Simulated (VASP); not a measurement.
Write the native input for VASP 6.6.1 that does the following.

* Task: relaxation of cell and atoms
* Functional: r2SCAN
* Dispersion: rVV10
* Potentials or basis: VASP PAW PBE potentials, release 64 (Mg, O)
* Cutoff: 600 eV
* k mesh: 9 × 9 × 6
* Occupations: gaussian, width 0.02 eV
* Spin: no spin polarisation
* Further INCAR settings: ALGO = Normal; EDIFF = 1e-07; IBRION = 2; EDIFFG = -0.005; NSW = 90; ISIF = 3

The structure of MgO lies in POSCAR:

```
MgO
1.0
    3.3077869900      0.0000000000      0.0000000000
   -1.6538934900      2.8646275600      0.0000000000
    0.0000000000      0.0000000000      4.9828816700
Mg O
2 2
Direct
    0.3333333300      0.6666666700      0.0021597400
    0.6666666700      0.3333333300      0.5021597400
    0.3333333300      0.6666666700      0.4024402600
    0.6666666700      0.3333333300      0.9024402600
```

Measurements of this composition are mostly on another form, of space group No. 225.

One way to write it, as run:

INCAR

```
SYSTEM = MgO
PREC = Accurate
ENCUT = 600
EDIFF = 1E-7
ISMEAR = 0
SIGMA = 0.02
LREAL = .False.
LASPH = .True.
NELM = 80
ALGO = Normal
ISIF = 3
LWAVE = .False.
LCHARG = .False.
METAGGA = R2SCAN
LMIXTAU = .True.
LUSE_VDW = .True.
IVDW_NL = 2
BPARAM = 11.95
CPARAM = 0.0093
IBRION = 2
NSW = 90
EDIFFG = -0.005
```

KPOINTS

```
Automatic mesh
0
Gamma
  9 9 6
  0 0 0
```

Potentials or basis: VASP PAW PBE potentials, release 64 (Mg, O).

Run with:

```sh
$ cat potpaw_PBE.64/Mg/POTCAR potpaw_PBE.64/O/POTCAR > POTCAR
$ mpirun -np 1 vasp_std > vasp.out
```

Results of the run:

- Relaxed volume: 11.62 Å³/atom
- Relaxed cell: a = 3.290 Å, b = 3.290 Å, c = 4.961 Å, α = 90.00°, β = 90.00°, γ = 120.00°
- Space group after relaxing (to 0.05 Å): P6_3mc (No. 186)
- Energy gained by relaxing: 1.2 meV/atom
- Ionic steps: 5
- Pressure after relaxing: 0.0 GPa
- Largest force after relaxing: 0.005 eV/Å
- Band gap on the k mesh: 4.16 eV, direct

Caveat: the PAW data sets were made with another functional, which shifts forces and pressure a little; an odd mesh through Γ misses points on the zone boundary, where band edges often lie.

It took 6.5 min on 1 thread of Intel(R) Xeon(R) 6975P-C (Granite Rapids) (shared host), peak memory 0.33 GiB.
